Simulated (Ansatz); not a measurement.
## Al(111) / 1 layer Ru(0001) / Al(111): resistance against film thickness

Aim: what a thin film of another metal adds to the resistance, first Al(111) / 1 layer Ru(0001) / Al(111).

Main program and level: Ansatz 0.2.0; Ansatz plane-wave DFT, PBE, PAW files; ballistic transport by layer matching (Landauer), zero bias; PAW set soft_1.

This is a report of a sequence of runs, with most program output left out.

## Step 1: Set-up

The cell holds 9 atoms: 8 Al and 1 Ru. Its edges and angles: a = 2.862 Å, b = 2.862 Å, c = 20.610 Å, α = 90.0°, β = 90.0°, γ = 120.0°. It derives from Al and Ru. Regions: lead, 8 atoms (8 Al); films, 1 atom (1 Ru). The structure is stacked along c, and the current runs across the ab planes.

## Step 2: With 1 layer

The film is laid into the lead at the lead's in-plane lattice, and the cell closes on the lead's own image. The mesh across the current, 30×30, is finer than the density's, because channels open and close sharply across the zone. Energies from -1 to 1 eV in steps of 0.036 eV cover the slope of the Fermi function at 300 K, so the program can form a conductance.

The input, input.yaml:

```yaml
crystal:
  lattice:
    - [2.862347037, 0.0, 0.0]
    - [-1.4311735185, 2.4788652485, 0.0]
    - [0.0, 0.0, 20.6099415523]
  atoms:
    - { symbol: Al, position: [0.0, 0.0, 0.0566982823] }
    - { symbol: Al, position: [0.3333333333, 0.6666666667, 0.1700948469] }
    - { symbol: Al, position: [0.6666666667, 0.3333333333, 0.2834914116] }
    - { symbol: Al, position: [0.0, 0.0, 0.3968879762] }
    - { symbol: Ru, position: [0.3333333333, 0.6666666667, 0.5] }
    - { symbol: Al, position: [0.6666666667, 0.3333333333, 0.6031120238] }
    - { symbol: Al, position: [0.0, 0.0, 0.7165085884] }
    - { symbol: Al, position: [0.3333333333, 0.6666666667, 0.8299051531] }
    - { symbol: Al, position: [0.6666666667, 0.3333333333, 0.9433017177] }
kpoints:
  mp_grid: { grid: [15, 15, 2] }
hamiltonian:
  xc: pbe
  pseudopotentials: { kind: paw, azcp: { folder: soft_1 } }
scf:
  occupations: { method: fermi_dirac, width: 0.1 }
output:
  transmission: { leads: [[0, 1]], kmesh: [30, 30], e_range: [-1.0, 1.0], de: 0.036 }
  write_potential: true
  write_density: true
  volumetric_format: npy
  elf: true
```

Run with:

```console
$ ansatz run input.yaml --threads 4 --pin off --max-ram 15360MiB --backend cpu --events-out ev --progress --plain --runs-dir out
```

Elapsed: 62 s, on 4 threads of Arm Neoverse V1, shared host; peak memory 0.52 GiB; 3.8 min of CPU time.

This step gave:

- free energy: -10179.5200 eV
- energy at zero smearing: -10179.4463 eV
- Fermi energy: 9.196 eV
- cell area: 7.095 Å²
- step of the lead's potential: 10.5 meV
- ballistic conductance of the lead: 1.47e15 S/m²
- estimated errors of the lead's conductance: 0, 3.7, 0.1 % (band edges, k-mesh, distance from neutral)
- lead conductance per cell: 1.350 G₀
- conductance of the junction: 9.90e14 S/m²
- junction conductance per cell: 0.9067 G₀
- estimated errors of the junction's conductance: 0, 0, 2.6, 1.9, 0.1 % (energy step, band edges, k-mesh, leads' steps, distance from neutral)
- area resistance that the stack adds (contact term taken off, spin by spin): 0.3316 fΩ m²

Per spin. Transmission, zone mean against energy, zero at the Fermi level:

| energy (eV) | transmission, zone mean |
| --- | --- |
| -1.000 | 0.765 |
| -0.964 | 0.778 |
| -0.892 | 0.818 |
| -0.856 | 0.809 |
| -0.784 | 0.831 |
| -0.748 | 0.838 |
| -0.676 | 0.857 |
| -0.640 | 0.866 |
| -0.568 | 0.887 |
| -0.532 | 0.893 |
| -0.460 | 0.892 |
| -0.424 | 0.896 |
| -0.352 | 0.909 |
| -0.316 | 0.906 |
| -0.244 | 0.905 |
| -0.208 | 0.896 |
| -0.136 | 0.887 |
| -0.100 | 0.903 |
| -0.064 | 0.913 |
| -0.028 | 0.911 |
| 0.008 | 0.908 |
| 0.080 | 0.915 |
| 0.116 | 0.921 |
| 0.188 | 0.904 |
| 0.224 | 0.901 |
| 0.296 | 0.895 |
| 0.332 | 0.871 |
| 0.404 | 0.838 |
| 0.440 | 0.846 |
| 0.512 | 0.870 |
| 0.548 | 0.874 |
| 0.620 | 0.883 |
| 0.656 | 0.887 |
| 0.728 | 0.890 |
| 0.764 | 0.892 |
| 0.836 | 0.902 |
| 0.872 | 0.910 |
| 0.944 | 0.926 |
| 0.980 | 0.925 |

Per spin. The open channels, zone mean, lead by energy, zero at the Fermi level:

| energy (eV) | open channels, zone mean, lead |
| --- | --- |
| -1.000 | 1.24 |
| -0.928 | 1.23 |
| -0.856 | 1.27 |
| -0.784 | 1.27 |
| -0.712 | 1.25 |
| -0.676 | 1.28 |
| -0.604 | 1.28 |
| -0.532 | 1.27 |
| -0.460 | 1.27 |
| -0.388 | 1.25 |
| -0.316 | 1.27 |
| -0.244 | 1.29 |
| -0.172 | 1.26 |
| -0.100 | 1.31 |
| -0.028 | 1.34 |
| 0.008 | 1.35 |
| 0.080 | 1.37 |
| 0.152 | 1.39 |
| 0.224 | 1.44 |
| 0.296 | 1.44 |
| 0.368 | 1.45 |
| 0.440 | 1.47 |
| 0.512 | 1.47 |
| 0.584 | 1.51 |
| 0.656 | 1.51 |
| 0.692 | 1.49 |
| 0.764 | 1.48 |
| 0.836 | 1.51 |
| 0.908 | 1.52 |
| 0.980 | 1.55 |

Transmission over k1 and k2. At 0.0080 eV from the Fermi level.

Ten even steps from '_' (0.00) to '@' (1.66), each cell a mean:
```
@@%%++++==++++++++++++++==++++%%%%@@%%**++++**==++++++**##%%
##**++**++++==++++++++++==++++++++####****++--::::----++**##
--==++++++++==++++++++++++==++++++++==--++++::________::++**
==++++++======++**++++++++++======++++++--++++::________++++
**++++==++++++++++++++++++++++++++++++++++++++++--______++++
++++++++++++++++++++******++++++++++++++++++++++**++::::++++
==++++++++++==++++++**********++++++++++++++++++++==++++++++
::++++++++++==**********++++++********++==++++++++==--******
##==++==++++++++******++++++==++++++****++++**++==++==**%%%%
@@**++++==++++++++****++++::....--++++****++++++==++++++##@@
@@%%++**++==++++++++**++++::__..__--++****++++++++==++**++@@
@@@@**++++++==++++++****++++::..__::++++****++++++====++++**
##%%%%**==++==++**++******++++==--==++++******++++++++==++==
--**##**--++++++++++==++******++++++++++********==++++++++++
==++**++++==++++++++++==++++++++**********++++++==++++++++++
****++----++**++++++++++++++++++++********++++++++**++++**++
++++++____..++++++++++++++++++++++++++++++++++++++++++++++++
==**++________--****==++======++++++++++++++**++========++++
::++++..________--++==--==++++++====++++++++++++====++++++==
##****++::......::++****##**++++++++==++++++++++==++++**++++
@@%%##**++++++++++++++**%%@@####++++==++++++++++++++++++++##
@@@@%%**----**++++**----##@@@@@@%%%%**----++++++++----**%%@@
```
Columns: k1 (b1) from -0.5 to 0.467; rows upwards: k2 (b2) from -0.5 to 0.467.

Open channels over k1 and k2. At 0.0080 eV from the Fermi level.

Values, 12 rows by 16 columns, each cell a mean:
```
1.91 1.61 1.95 1.63 1.00 1.32 1.79 1.81 1.79 1.89 2.00 2.00 1.60 1.76 2.00 2.00
1.48 1.99 1.87 1.12 1.00 1.00 1.01 1.41 1.79 1.89 1.65 1.92 1.07 0.21 1.31 2.00
1.40 1.24 1.00 1.00 1.00 1.00 1.00 1.00 1.00 1.00 1.35 1.40 1.36 0.93 0.88 1.79
1.40 1.03 1.00 1.00 1.00 1.00 1.00 1.00 1.00 1.00 1.00 1.00 1.20 1.79 2.00 2.00
1.69 1.67 1.03 1.00 1.00 1.00 1.00 1.00 1.00 1.00 1.00 1.00 1.08 1.75 1.73 2.00
1.91 1.77 1.56 1.00 1.00 1.00 1.00 1.00 1.00 1.00 1.00 1.00 1.00 1.45 1.87 1.81
2.00 1.84 1.95 1.20 1.00 1.00 1.00 1.00 1.00 1.00 1.00 1.00 1.00 1.05 1.65 1.79
1.57 2.00 1.65 1.55 1.00 1.00 1.00 1.00 1.00 1.00 1.00 1.00 1.00 1.00 1.04 1.81
1.59 1.91 1.80 1.69 1.00 1.00 1.00 1.00 1.00 1.00 1.00 1.00 1.00 1.00 1.00 1.00
1.59 1.43 0.25 0.63 1.69 1.59 1.56 1.40 1.00 1.00 1.00 1.00 1.00 1.05 1.43 1.80
1.79 2.00 1.39 0.69 1.79 1.95 1.81 1.81 1.89 1.47 1.13 1.00 1.04 1.73 1.99 1.69
2.00 2.00 1.65 1.71 1.57 1.73 1.84 2.00 1.89 1.79 1.59 1.29 1.20 1.73 1.61 1.91
```
Columns: k1 (b1) from -0.5 to 0.467; rows upwards: k2 (b2) from -0.5 to 0.467.

Electrostatic potential energy in the ca plane at fractional y = 0.667, with atoms of Al and Ru within 0.2 Å of it. With pseudopotentials it is smooth inside the atoms' cores, unlike the true potential.

Ten even steps from '0' (-46 eV) to '9' (11 eV), each cell a mean:
```
78999999999877899877799999999877899877789999
78999999999877899877799999999877899876789999
88999877899888899988899866799988899988899987
99997677799999999999998510279999999999999877
99987898789999999999997100049999999999999779
99987899789999999999997100049999999999999779
99997787789999999999998400169999999999999867
88999777899988999988899865799988899988899987
```
Columns run along c (16.0 Å, from fractional 0.06 to 0.84 of the cell; values clipped at the 3rd and 97th percentile), rows up along a (2.9 Å). Atoms in or near the plane, at fractional coordinates: Al at (0.17, 0.33), Ru at (0.50, 0.33), Al at (0.83, 0.33).

Valence density in the ca plane at fractional y = 0.667, with atoms of Al and Ru within 0.2 Å of it. It is the smooth field of the valence electrons, not physical close to the nuclei.

Ten steps, logarithmic in the rise over the least value, from '0' (0 e/Å³) to '9' (11 e/Å³), each cell a mean:
```
11111111111111111111112222221111111111111111
11111111111111111111112222221111111111111111
11111111111111111111122345422211111111111111
11111111111111111111123578742211111111111111
11111000111111100111124799863211110111111110
11111000111111100111124799863211100111111100
11111101111111111111123688742211111111111110
11111111111111111111122355432211111111111111
```
Columns run along c (16.0 Å, from fractional 0.06 to 0.84 of the cell), rows up along a (2.9 Å). Atoms in or near the plane, at fractional coordinates: Al at (0.17, 0.33), Ru at (0.50, 0.33), Al at (0.83, 0.33).

ELF in the ca plane at fractional y = 0.667, with atoms of Al and Ru within 0.2 Å of it. It is the smooth field of the valence electrons, not physical close to the nuclei.

Ten even steps from '0' (0.08) to '9' (0.64), each cell a mean:
```
78767899767778999976675333346766899997776789
77767899767778999975675333346766899997776789
99878888878999887888874344335888887889987888
99898312799998654689863688744799754579999851
89996030499997422479843788853698632368999812
88996050499997422479843788853698532358999813
99898302699998644589853688844799654579999840
99888878888999877888874345435888877889988887
```
Columns run along c (16.0 Å, from fractional 0.06 to 0.84 of the cell), rows up along a (2.9 Å). Atoms in or near the plane, at fractional coordinates: Al at (0.17, 0.33), Ru at (0.50, 0.33), Al at (0.83, 0.33).

The lead's potential steps by 10 meV from period to period, small in itself. The program estimates the junction's conductance to 2.6 % from the k-mesh, 0.1 % from the leads' distance from neutral and 1.9 % from their steps.

By hand: 1/G − 1/G_lead = 1/0.9902 − 1/1.474 = 0.332 fΩ m² with G in 10¹⁵ S/m².

## Step 3: With 3 layers, k-mesh 15×15×1, film layers 3

The stack now holds 3 film layers; the k-mesh follows the cell, and the energies span -0.27 to 0.27 eV.

System of this step: Al(111) / 3 layers Ru(0001) / Al(111). The cell holds 11 atoms: 8 Al and 3 Ru. Cell: a = 2.862 Å, b = 2.862 Å, c = 24.436 Å, α = 90.0°, β = 90.0°, γ = 120.0°. It derives from Al and Ru. Regions: lead, 8 atoms (8 Al); films, 3 atoms (3 Ru). The structure is stacked along c, and the current runs across the ab planes.

The input, input.yaml:

```yaml
crystal:
  lattice:
    - [2.862347037, 0.0, 0.0]
    - [-1.4311735185, 2.4788652485, 0.0]
    - [0.0, 0.0, 24.4362795502]
  atoms:
    - { symbol: Al, position: [0.0, 0.0, 0.0478202208] }
    - { symbol: Al, position: [0.3333333333, 0.6666666667, 0.1434606625] }
    - { symbol: Al, position: [0.6666666667, 0.3333333333, 0.2391011042] }
    - { symbol: Al, position: [0.0, 0.0, 0.3347415459] }
    - { symbol: Ru, position: [0.3333333333, 0.6666666667, 0.4217078445] }
    - { symbol: Ru, position: [0.6666666667, 0.3333333333, 0.5] }
    - { symbol: Ru, position: [0.3333333333, 0.6666666667, 0.5782921555] }
    - { symbol: Al, position: [0.6666666667, 0.3333333333, 0.6652584541] }
    - { symbol: Al, position: [0.0, 0.0, 0.7608988958] }
    - { symbol: Al, position: [0.3333333333, 0.6666666667, 0.8565393375] }
    - { symbol: Al, position: [0.6666666667, 0.3333333333, 0.9521797792] }
kpoints:
  mp_grid: { grid: [15, 15, 1] }
hamiltonian:
  xc: pbe
  pseudopotentials: { kind: paw, azcp: { folder: soft_1 } }
scf:
  occupations: { method: fermi_dirac, width: 0.1 }
output:
  transmission:
    leads: [[0, 1]]
    kmesh: [30, 30]
    e_range: [-0.27, 0.27]
    de: 0.036
  write_potential: true
  write_density: true
  volumetric_format: npy
```

It took 36 s on 4 threads; peak memory 0.52 GiB.

Numbers from this step:

- free energy: -21936.5358 eV
- energy at zero smearing: -21936.4391 eV
- Fermi energy: 11.51 eV
- step of the lead's potential: 14.9 meV
- estimated errors of the lead's conductance: 0, 3.7, 0 % (band edges, k-mesh, distance from neutral)
- lead conductance per cell: 1.348 G₀
- conductance of the junction: 3.01e14 S/m²
- junction conductance per cell: 0.2756 G₀
- estimated errors of the junction's conductance: 0.4, 0, 9.2, 13.2, 0.1 % (energy step, band edges, k-mesh, leads' steps, distance from neutral)
- area resistance that the stack adds (contact term taken off, spin by spin): 2.644 fΩ m²

Per spin. Transmission, zone mean against energy, zero at the Fermi level:

| energy (eV) | transmission, zone mean |
| --- | --- |
| -0.270 | 0.270 |
| -0.234 | 0.268 |
| -0.198 | 0.271 |
| -0.162 | 0.272 |
| -0.126 | 0.264 |
| -0.090 | 0.263 |
| -0.054 | 0.272 |
| -0.018 | 0.276 |
| 0.018 | 0.272 |
| 0.054 | 0.278 |
| 0.090 | 0.287 |
| 0.126 | 0.315 |
| 0.162 | 0.357 |
| 0.198 | 0.382 |
| 0.234 | 0.382 |
| 0.270 | 0.387 |

The conductance of the junction is 3.0e14 S/m², 0.30 times the 9.9e14 S/m² of the last finished run.

## Step 4: With 5 layers, k-mesh 15×15×1, film layers 5

The stack now holds 5 film layers; the k-mesh follows the cell, and the energies span -0.27 to 0.27 eV.

System of this step: Al(111) / 5 layers Ru(0001) / Al(111). The cell holds 13 atoms: 8 Al and 5 Ru. Cell: a = 2.862 Å, b = 2.862 Å, c = 28.263 Å, α = 90.0°, β = 90.0°, γ = 120.0°. It derives from Al and Ru. Regions: lead, 8 atoms (8 Al); films, 5 atoms (5 Ru). The structure is stacked along c, and the current runs across the ab planes.

input.yaml, the sections that differ from step 3:

```yaml
crystal:
  lattice:
    - [2.862347037, 0.0, 0.0]
    - [-1.4311735185, 2.4788652485, 0.0]
    - [0.0, 0.0, 28.262617548]
  atoms:
    - { symbol: Al, position: [0.0, 0.0, 0.0413460743] }
    - { symbol: Al, position: [0.3333333333, 0.6666666667, 0.1240382229] }
    - { symbol: Al, position: [0.6666666667, 0.3333333333, 0.2067303714] }
    - { symbol: Al, position: [0.0, 0.0, 0.28942252] }
    - { symbol: Ru, position: [0.3333333333, 0.6666666667, 0.3646148754] }
    - { symbol: Ru, position: [0.6666666667, 0.3333333333, 0.4323074377] }
    - { symbol: Ru, position: [0.3333333333, 0.6666666667, 0.5] }
    - { symbol: Ru, position: [0.6666666667, 0.3333333333, 0.5676925623] }
    - { symbol: Ru, position: [0.3333333333, 0.6666666667, 0.6353851246] }
    - { symbol: Al, position: [0.6666666667, 0.3333333333, 0.71057748] }
    - { symbol: Al, position: [0.0, 0.0, 0.7932696286] }
    - { symbol: Al, position: [0.3333333333, 0.6666666667, 0.8759617771] }
    - { symbol: Al, position: [0.6666666667, 0.3333333333, 0.9586539257] }
# kpoints, hamiltonian, scf, output: as in step 3
```

Run time: 50 s. Hardware: 4 threads; peak memory 0.71 GiB; 3 min of CPU time.

This step gave:

| Item | Value |
| --- | --- |
| free energy | -33693.4104 eV |
| energy at zero smearing | -33693.2935 eV |
| Fermi energy | 13.11 eV |
| step of the lead's potential | 13 meV |
| ballistic conductance of the lead | 1.48e15 S/m² |
| estimated errors of the lead's conductance | 0, 3.8, 0.4 % (band edges, k-mesh, distance from neutral) |
| lead conductance per cell | 1.354 G₀ |
| conductance of the junction | 2.36e14 S/m² |
| junction conductance per cell | 0.2159 G₀ |
| estimated errors of the junction's conductance | 0.5, 0, 13.9, 20.1, 5.8 % (energy step, band edges, k-mesh, leads' steps, distance from neutral) |
| area resistance that the stack adds (contact term taken off, spin by spin) | 3.566 fΩ m² |

Per spin. The transmission, zone mean by energy, zero at the Fermi level:

| energy (eV) | transmission, zone mean |
| --- | --- |
| -0.270 | 0.325 |
| -0.234 | 0.293 |
| -0.198 | 0.284 |
| -0.162 | 0.273 |
| -0.126 | 0.291 |
| -0.090 | 0.275 |
| -0.054 | 0.245 |
| -0.018 | 0.226 |
| 0.018 | 0.199 |
| 0.054 | 0.189 |
| 0.090 | 0.195 |
| 0.126 | 0.206 |
| 0.162 | 0.229 |
| 0.198 | 0.219 |
| 0.234 | 0.232 |
| 0.270 | 0.228 |

The conductance of the junction is 2.4e14 S/m², 22 % under the 3.0e14 S/m² of the last finished run, no more than the error estimates, leads' steps apart, of 9.2 and 14 % together.

## Step 5: With 7 layers, k-mesh 15×15×1, film layers 7

The stack now holds 7 film layers; the k-mesh follows the cell, and the energies span -0.27 to 0.27 eV.

System of this step: Al(111) / 7 layers Ru(0001) / Al(111). The cell holds 15 atoms: 8 Al and 7 Ru. Its edges and angles: a = 2.862 Å, b = 2.862 Å, c = 32.089 Å, α = 90.0°, β = 90.0°, γ = 120.0°. It derives from Al and Ru. Regions: lead, 8 atoms (8 Al); films, 7 atoms (7 Ru). The structure is stacked along c, and the current runs across the ab planes.

input.yaml, the sections that differ from step 4:

```yaml
crystal:
  lattice:
    - [2.862347037, 0.0, 0.0]
    - [-1.4311735185, 2.4788652485, 0.0]
    - [0.0, 0.0, 32.0889555459]
  atoms:
    - { symbol: Al, position: [0.0, 0.0, 0.0364159028] }
    - { symbol: Al, position: [0.3333333333, 0.6666666667, 0.1092477083] }
    - { symbol: Al, position: [0.6666666667, 0.3333333333, 0.1820795138] }
    - { symbol: Al, position: [0.0, 0.0, 0.2549113193] }
    - { symbol: Ru, position: [0.3333333333, 0.6666666667, 0.3211376189] }
    - { symbol: Ru, position: [0.6666666667, 0.3333333333, 0.3807584126] }
    - { symbol: Ru, position: [0.3333333333, 0.6666666667, 0.4403792063] }
    - { symbol: Ru, position: [0.6666666667, 0.3333333333, 0.5] }
    - { symbol: Ru, position: [0.3333333333, 0.6666666667, 0.5596207937] }
    - { symbol: Ru, position: [0.6666666667, 0.3333333333, 0.6192415874] }
    - { symbol: Ru, position: [0.3333333333, 0.6666666667, 0.6788623811] }
    - { symbol: Al, position: [0.6666666667, 0.3333333333, 0.7450886807] }
    - { symbol: Al, position: [0.0, 0.0, 0.8179204862] }
    - { symbol: Al, position: [0.3333333333, 0.6666666667, 0.8907522917] }
    - { symbol: Al, position: [0.6666666667, 0.3333333333, 0.9635840972] }
# kpoints, hamiltonian, scf, output: as in step 4
```

Elapsed: 68 s, on 4 threads; peak memory 0.88 GiB; 4.1 min of CPU time.

Numbers from this step:

* free energy: -45450.2567 eV
* energy at zero smearing: -45450.1069 eV
* Fermi energy: 14.35 eV
* step of the lead's potential: 17.5 meV
* conductance of the junction: 2.34e14 S/m²
* junction conductance per cell: 0.2147 G₀
* estimated errors of the junction's conductance: 0, 0, 12.3, 33.7, 0 % (energy step, band edges, k-mesh, leads' steps, distance from neutral)
* area resistance that the stack adds (contact term taken off, spin by spin): 3.589 fΩ m²

Per spin. Table of transmission, zone mean by energy, zero at the Fermi level:

| energy (eV) | transmission, zone mean |
| --- | --- |
| -0.270 | 0.217 |
| -0.234 | 0.213 |
| -0.198 | 0.228 |
| -0.162 | 0.262 |
| -0.126 | 0.241 |
| -0.090 | 0.226 |
| -0.054 | 0.217 |
| -0.018 | 0.214 |
| 0.018 | 0.209 |
| 0.054 | 0.214 |
| 0.090 | 0.255 |
| 0.126 | 0.256 |
| 0.162 | 0.285 |
| 0.198 | 0.305 |
| 0.234 | 0.274 |
| 0.270 | 0.293 |

The conductance of the junction is 2.3e14 S/m², 0.56 % under the 2.4e14 S/m² of the last finished run, within the error estimates, leads' steps apart, of 14 and 12 %. The estimate from the leads' steps, 34 %, is larger still.

(Part 1 of 2 ends here.)

[Logs are printed without paths, hosts, clocks, repeated set-up lines and the standing remarks that a program may print on its own settings, such as how far it seeks lower states.]

[Hosts, paths, dates, database ids (printed as entryN), source tags and the programs' standing remarks are cut or masked in the printed files.]
